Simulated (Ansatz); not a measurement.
Fluorite SrF₂, treated with PBEsol (plane waves, PAW; Ansatz, an electronic-structure program).

Numerical settings: plane-wave cutoff 520 eV, 10×10×10 k mesh, Fermi–Dirac smearing 0.01 eV, scalar-relativistic PAW data made under PBE.

Cell (relaxed at this level):

```cif
data_F2Sr
_chemical_formula_sum 'Sr1 F2'
_space_group_name_H-M_alt 'P 1'
_space_group_IT_number 1
_cell_length_a 4.07154
_cell_length_b 4.07154
_cell_length_c 4.07154
_cell_angle_alpha 60.000
_cell_angle_beta 60.000
_cell_angle_gamma 60.000
loop_
_space_group_symop_operation_xyz
  'x, y, z'
loop_
_atom_site_label
_atom_site_type_symbol
_atom_site_fract_x
_atom_site_fract_y
_atom_site_fract_z
_atom_site_occupancy
Sr1 Sr 0.00000 0.00000 0.00000 1
F1 F 0.25000 0.25000 0.25000 1
F2 F 0.75000 0.75000 0.75000 1
```

**Question.** What does this level give for the bulk modulus, band gap, smallest direct gap on the k points sampled and pressure derivative B′ of the bulk modulus?

**Answer.** 
- bulk modulus = 72.9 GPa
- band gap = 6.90 eV
- smallest direct gap on the k points sampled = 7.00 eV
- pressure derivative B′ of the bulk modulus = 4.7

Measured, for comparison: band gap 11.1 eV (temperature not stated, not corrected to a static lattice; as tabulated in Aguado et al. (1999), arXiv:cond-mat/9901145); bulk modulus 69 GPa (temperature not stated, not corrected to a static lattice; as tabulated in On the Morphology of Group II Metal Fluoride Nanocrystals at Finite Temperature …). Computed (rounded) less measured: bulk modulus +6 %. A static lattice is as a rule a little smaller and stiffer than an uncorrected measurement, which can account for part of this.

Spin–orbit coupling is not included.
